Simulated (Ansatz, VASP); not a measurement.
**Si in VASP and in Ansatz**

```
CELL_PARAMETERS angstrom
0.00000 2.72185 2.72185
2.72185 0.00000 2.72185
2.72185 2.72185 0.00000
ATOMIC_POSITIONS crystal
Si 0.50000 0.50000 0.50000
Si 0.75000 0.75000 0.75000
```

Alike in both runs: functional LDA; k mesh 6 × 6 × 6; occupations gaussian, width 0.15 eV; non-collinear spin, spin-orbit coupling.

|  | VASP | Ansatz |
| --- | --- | --- |
| version | VASP 6.6.1 | Ansatz 0.2.0 |
| potentials or method | VASP PAW LDA potentials, release 64 (Si), cutoff 520 eV | all-electron LAPW, relativistic spinors |
| task | single point | band structure |

```csv
,VASP,Ansatz,Ansatz less VASP
gap on the k mesh at the Fermi level (eV),0.59,0.60,+0.005
least direct gap on the mesh (eV),2.48,2.48,+0.004
pressure (GPa),-2.0,-2.1,-0.09
net moment per atom (μB),0.00,0.00,0.000
```

Ansatz ran all-electron here, so the differences hold the error of VASP's frozen core and of both bases.

Caveats: the mesh misses the band edges, which the band path finds closer together (Ansatz); the starting moments weren't kept (Ansatz).
